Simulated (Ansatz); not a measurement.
# CuO: strain energy, fitted

CuO, Cccm, a = 4.085 Å, b = 4.101 Å, c = 5.092 Å. This isn't the usual stable structure of the compound. Ansatz: PBEsol, PAW, 420 eV, Γ-centred 10×10×8 mesh on 8 atoms, Gaussian smearing 0.10 eV; no spin polarisation. Series: biaxial strain in the a-b plane, c and atoms relaxed; x is the strain in per cent. y is the free energy over the unstrained cell, V0 = 10.663 Å³/atom.

```
x (%) y (meV/atom)
 -6.0             ?
 -4.0         21.45
 -2.0          5.28
  0.0          0.00
  2.0          5.18
  4.0         20.51
  6.0         45.67
```

Fit y = c2 x² + c3 x³ to the other rows, turn c2 into a modulus, and predict the missing energy.

Least squares on the rows shown. y = 1.3114 x² − 0.0071665 x³. In eV per unit strain² c2 is 13.11; M is the biaxial modulus (E = M V0 ε²): 13.11 × 160.2 / (10.663) = 197 GPa. At x = -6.0 the fit asked for gives 48.76 meV/atom. The run gave 49.18 meV/atom, so the fit is 0.42 meV/atom too low, 0.85 % of the span of the series, against an rms of 0.01 meV/atom on the fitted rows. The row lies outside the fitted range. With a term in x⁴ added, a fit to the same known rows predicts 48.85 meV/atom, which recovers part of the miss; the known rows don't hold the rest.

Spin polarisation was left out, and a magnetic state may lie lower.